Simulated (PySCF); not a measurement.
**Structure revision by computed shifts**

A compound C4H8 gives the data below (simulated from a calculation) and was assigned the structure `C=C(C)C`.

13C{1H} NMR (computed): δ 150.2 (CH), 120.2 (CH2), 34.1 (CH2), 17.4 (CH3).

1H NMR (300 MHz, computed): δ 6.15 (ddt, J = 17.4, 11.2, 7.8 Hz, 1H), 5.38 (dt, J = 17.4, 1.6 Hz, 1H), 5.20 (dt, J = 11.2, 1.2 Hz, 1H), 2.13 (quint of t, J = 7.9, 1.4 Hz, 2H), 1.06 (t, J = 7.9 Hz, 3H).

[PySCF 2.14.0 with density-fitted response routines: coordinates at the GFN2-xTB level; couplings computed with B3LYP/pcJ-1 (without the spin–dipole term); σ from GIAO-PBE0/pcSseg-1; averaged over atoms made equivalent by symmetry, fast rotation or ring inversion; one computed conformer; isolated molecule; non-relativistic Hamiltonian]

References, each an isolated molecule treated in the same way: 1H and 13C vs TMS.

**Question.** Compare with the shifts computed for the proposed structure, pairing carbons in order of shift.

**Answer.** Atoms are numbered as in `[CH2:1]=[C:2]([CH3:3])[CH3:4]`. Hydrogens are named by the atom that carries them.

```json
{"atom": "C2", "computed for proposal": "150.6", "given list": "150.2", "difference": "+0.4"}
{"atom": "C1", "computed for proposal": "117.1", "given list": "120.2", "difference": "-3.1"}
{"atom": "C3", "computed for proposal": "27.1", "given list": "34.1", "difference": "-7.0"}
{"atom": "C4", "computed for proposal": "27.1", "given list": "17.4", "difference": "+9.7"}
```

The rms difference is 6.2 ppm and the largest +9.7 ppm at C4 (allylic methyl carbon). The proposal also would give 3 carbon signals, not 4. The carbon types in order of shift don't match either: C, CH2, CH3, CH3 for the proposal against CH, CH2, CH2, CH3 in the data. The proposal doesn't fit.

**Question.** Which isomer fits?

**Answer.** `C(C=C)C`.

1. Carbon types of the structure: 1 × CH, 2 × CH2, 1 × CH3, which accounts for all hydrogens.
2. δC 150.2: alkene CH; the olefinic region.
3. δC 120.2: terminal =CH2 carbon; the olefinic region.
4. δC 17.4: methyl carbon; saturated and bonded to C and H only.
5. δH 5.38, 5.20: hydrogen on a terminal =CH2 carbon; a vinylic proton, deshielded by the sp2 carbon and the C=C anisotropy.
6. The protons at 5.38 and 6.15 share a coupling of 17.4 Hz (vicinal, trans across C=C).
7. The protons at 5.20 and 6.15 share a coupling of 11.2 Hz (vicinal, cis across C=C).
8. The protons at 2.13 and 1.06 share a coupling of 7.9 Hz (vicinal).
9. The protons at 6.15 and 2.13 share a coupling of 7.8 Hz (vicinal).

Other isomers checked: C/C=C\C (rms 14.4 ppm); C1CCC1 (rms 81.6 ppm).

The data come from this structure; uniqueness wasn't tested.

Splittings below 1 Hz are ignored in the labels, and close J values are merged. Unscaled 3J(H,H) at this level run about 10 % above measured values. Shifts are as computed. Against solution values, carbons near 30 ppm lie about +3 ppm off and those near 130 ppm about +5 ppm. Of 1211 compounds with measured shifts, 218 miss one by over three times the rms of a fit or turn the order of signals round; such compounds aren't used in these exercises. Couplings across =CH–CH2 type bonds come from one rotamer and its mirror image, and can be 1–2 Hz further off.
